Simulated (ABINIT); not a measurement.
# Yb (Fm-3m) in ABINIT: equation of state

Aim: energy against volume of Yb in PBE, for its equilibrium volume and stiffness.

All numbers are computed with ABINIT 10.8.3 (patched build); they aren't measurements. Logs are shortened: lines on timing, memory, paths and dates and some standing lists are left out, and cuts for length are marked. The log counts tension as positive stress, the text compression.

## 1. Starting point

The structure is cubic, space group Fm-3m (No. 225). Conventional cell: a = 5.486 Å, b = 5.486 Å, c = 5.486 Å, α = 90.00°, β = 90.00°, γ = 90.00°. Yb (site symmetry m-3m) is surrounded by 12 Yb at 3.88 Å.

## 2. Equation of state, PBE, collinear spin, ferromagnetic start

Contents of run.abi:

```
# Datasets: one volume each
ndtset 7
getwfk -1
scalecart1 3*0.9795861087
scalecart2 3*0.9864848297
scalecart3 3*0.9932883884
scalecart4 3*1.0000000000
scalecart5 3*1.0066227096
scalecart6 3*1.0131594038
scalecart7 3*1.0196128224

# Pseudopotentials
pp_dirpath "./"
pseudos "Yb.GGA_PBE-JTH.xml"

# Structure
acell 3*1.0
rprim
     0.0000000000     5.1837077325     5.1837077325
     5.1837077325     0.0000000000     5.1837077325
     5.1837077325     5.1837077325     0.0000000000
ntypat 1
znucl 70
natom 1
typat 1
xred
     0.0000000000     0.0000000000     0.0000000000

# Plane-wave basis
ecut 544.227725 eV
pawecutdg 40.0

# k points
kptopt 1
ngkpt 8 8 8
nshiftk 1
shiftk 0.0 0.0 0.0

# Exchange and correlation
ixc 11

# Bands and occupations
nband 20
occopt 3
tsmear 0.05 eV

# Spin
nsppol 2
spinat
     0.0000000000     0.0000000000     1.0000000000

# SCF cycle
nstep 100
tolvrs 1.0e-9

# Output
iomode 3
prtwf 1
prtden 0
prteig 0
prtebands 0
enunit 2
```

Potentials or basis: JTH PAW PBE v2.0.

Command:

```bash
> abinit run.abi > log 2>&1
```

run.abo:

```text
.Version 10.8.3 of ABINIT
 DATASET    1 : space group Fm -3 m (#225); Bravais cF (face-center cubic)
================================================================================
 Values of the parameters that define the memory need for DATASET  1.
     intxc =       0    ionmov =       0      iscf =      17    lmnmax =      32
     lnmax =       8     mgfft =      30  mpssoang =       4    mqgrid =    3001
     natom =       1  nloc_mem =       2    nspden =       2   nspinor =       1
    nsppol =       2      nsym =      48    n1xccc =       1    ntypat =       1
    occopt =       3   xclevel =       2
       mpw =        1135          nfft =       27000          nkpt =          29
 PAW method is used; the additional fine FFT grid is defined by:
   mgfftf=        45    nfftf =     91125
================================================================================
================================================================================
[... 71 lines left out ...]
 DATASET    7 : space group Fm -3 m (#225); Bravais cF (face-center cubic)
================================================================================
 Values of the parameters that define the memory need for DATASET  7.
     intxc =       0    ionmov =       0      iscf =      17    lmnmax =      32
     lnmax =       8     mgfft =      32  mpssoang =       4    mqgrid =    3001
     natom =       1  nloc_mem =       2    nspden =       2   nspinor =       1
    nsppol =       2      nsym =      48    n1xccc =       1    ntypat =       1
    occopt =       3   xclevel =       2
       mpw =        1283          nfft =       32768          nkpt =          29
 PAW method is used; the additional fine FFT grid is defined by:
   mgfftf=        45    nfftf =     91125
================================================================================
================================================================================

--------------------------------------------------------------------------------
------------- Echo of variables that govern the present computation ------------
--------------------------------------------------------------------------------
 -outvars: echo values of preprocessed input variables --------
            acell      1.0000000000E+00  1.0000000000E+00  1.0000000000E+00 Bohr
              amu      1.73040000E+02
             ecut      2.00000000E+01 Hartree
           enunit           2
           getwfk          -1
              ixc          11
           jdtset        1    2    3    4    5    6    7
         kptrlatt        8    0    0      0    8    0      0    0    8
          kptrlen1     5.74497456E+01
          kptrlen2     5.78543346E+01
[... 118 lines left out ...]

--- !BeginCycle
iteration_state: {dtset: 1, }
solver: {iscf: 17, nstep: 100, nline: 4, wfoptalg: 10, }
tolerances: {tolvrs: 1.00E-09, }
...

     iter   Etot(hartree)      deltaE(h)  residm     nres2   difmagsph maxmagsph
 ETOT  1  -246.70375144152    -2.467E+02 1.459E+01 3.676E+02 9.300E-01 9.300E-01
 ETOT  2  -252.60515440967    -5.901E+00 2.863E-01 5.575E+02 3.801E-01 5.499E-01
 ETOT  3  -248.88529832705     3.720E+00 4.512E-01 1.875E+02 4.691E-01 8.074E-02
 ETOT  4  -248.59408135400     2.912E-01 2.435E-02 1.141E+02 5.310E-02 2.764E-02
 ETOT  5  -248.56070284585     3.338E-02 1.153E-02 1.059E+02 2.786E-03 2.485E-02
 ETOT  6  -248.83630066796    -2.756E-01 3.385E-02 1.282E+02 1.456E-02 3.940E-02
 ETOT  7  -247.84866402899     9.876E-01 6.636E-01 6.520E+01 2.050E-02 1.891E-02
 ETOT  8  -247.99796258145    -1.493E-01 9.433E-01 1.079E+02 7.472E-03 1.144E-02
 ETOT  9  -247.87314739003     1.248E-01 2.869E-01 4.455E+01 3.554E-01 3.668E-01
 ETOT 10  -247.86020446624     1.294E-02 5.703E-02 3.243E+01 3.532E-01 1.368E-02
[... 41 further cycles ...]
 ETOT 52  -247.86093978737     7.154E-07 4.526E-05 2.528E-04 2.867E-03 8.873E-04
 ETOT 53  -247.86093953066     2.567E-07 6.959E-05 2.215E-06 3.892E-04 4.981E-04
 ETOT 54  -247.86093955074    -2.008E-08 1.822E-05 2.289E-07 4.754E-04 2.267E-05
 ETOT 55  -247.86093955476    -4.022E-09 3.672E-05 2.288E-06 1.735E-05 5.324E-06
 ETOT 56  -247.86093955338     1.381E-09 1.002E-05 1.880E-08 1.828E-05 1.295E-05
 ETOT 57  -247.86093955421    -8.285E-10 1.876E-05 2.940E-08 1.886E-05 5.908E-06
 ETOT 58  -247.86093955430    -9.166E-11 5.028E-06 8.793E-08 6.494E-06 5.853E-07
 ETOT 59  -247.86093955438    -8.106E-11 9.080E-06 7.658E-09 2.291E-06 2.876E-06
 ETOT 60  -247.86093955441    -2.166E-11 2.441E-06 1.878E-09 3.024E-06 1.485E-07
 ETOT 61  -247.86093955441    -2.785E-12 5.045E-06 1.542E-10 6.973E-07 8.458E-07
[... 1585 lines left out ...]
-Cartesian components of stress tensor (GPa)         [Pressure= -3.3015E+00 GPa]
- sigma(1 1)=  3.30152951E+00  sigma(3 2)=  0.00000000E+00
- sigma(2 2)=  3.30152951E+00  sigma(3 1)=  0.00000000E+00
- sigma(3 3)=  3.30152951E+00  sigma(2 1)=  0.00000000E+00

== END DATASET(S) ==============================================================
================================================================================

 -outvars: echo values of variables after computation  --------
            acell      1.0000000000E+00  1.0000000000E+00  1.0000000000E+00 Bohr
           etotal1    -2.4786093955E+02
           etotal2    -2.4786052030E+02
           etotal3    -2.4786005755E+02
           etotal4    -2.4785955734E+02
           etotal5    -2.4785902032E+02
           etotal6    -2.4785844782E+02
           etotal7    -2.4785784444E+02
            fcart1    -0.0000000000E+00 -0.0000000000E+00 -0.0000000000E+00
            fcart2    -0.0000000000E+00 -0.0000000000E+00 -0.0000000000E+00
            fcart3    -0.0000000000E+00 -0.0000000000E+00 -0.0000000000E+00
            fcart4    -0.0000000000E+00 -0.0000000000E+00 -0.0000000000E+00
            fcart5    -0.0000000000E+00 -0.0000000000E+00 -0.0000000000E+00
            fcart6    -0.0000000000E+00 -0.0000000000E+00 -0.0000000000E+00
            fcart7    -0.0000000000E+00 -0.0000000000E+00 -0.0000000000E+00
            rprim1     0.0000000000E+00  5.0778880863E+00  5.0778880863E+00
                       5.0778880863E+00  0.0000000000E+00  5.0778880863E+00
                       5.0778880863E+00  5.0778880863E+00  0.0000000000E+00
[... 17 lines left out ...]
                       5.2853748716E+00  5.2853748716E+00  0.0000000000E+00
           strten1     7.2429467605E-05  7.2429467605E-05  7.2429467605E-05
                       0.0000000000E+00  0.0000000000E+00  0.0000000000E+00
           strten2     8.0639152144E-05  8.0639152144E-05  8.0639152144E-05
                       0.0000000000E+00  0.0000000000E+00  0.0000000000E+00
           strten3     8.7936454613E-05  8.7936454613E-05  8.7936454613E-05
                       0.0000000000E+00  0.0000000000E+00  0.0000000000E+00
           strten4     9.4304859634E-05  9.4304859634E-05  9.4304859634E-05
                       0.0000000000E+00  0.0000000000E+00  0.0000000000E+00
           strten5     1.0092555658E-04  1.0092555658E-04  1.0092555658E-04
                       0.0000000000E+00  0.0000000000E+00  0.0000000000E+00
           strten6     1.0682015655E-04  1.0682015655E-04  1.0682015655E-04
                       0.0000000000E+00  0.0000000000E+00  0.0000000000E+00
           strten7     1.1221670734E-04  1.1221670734E-04  1.1221670734E-04
                       0.0000000000E+00  0.0000000000E+00  0.0000000000E+00
 Calculation completed.
```

Run time: 12 min. Hardware: 1 thread of Arm Neoverse V2, shared host; peak memory 0.21 GiB.

What came out:

* Equilibrium volume: outside the volumes run

Energy against volume, from the lowest point:
| volume (Å³/atom) | energy (meV/atom) |
| --- | --- |
| 38.805 | 0.00 |
| 39.630 | 11.41 |
| 40.456 | 24.00 |
| 41.281 | 37.61 |
| 42.107 | 52.23 |
| 42.933 | 67.80 |
| 43.758 | 84.22 |
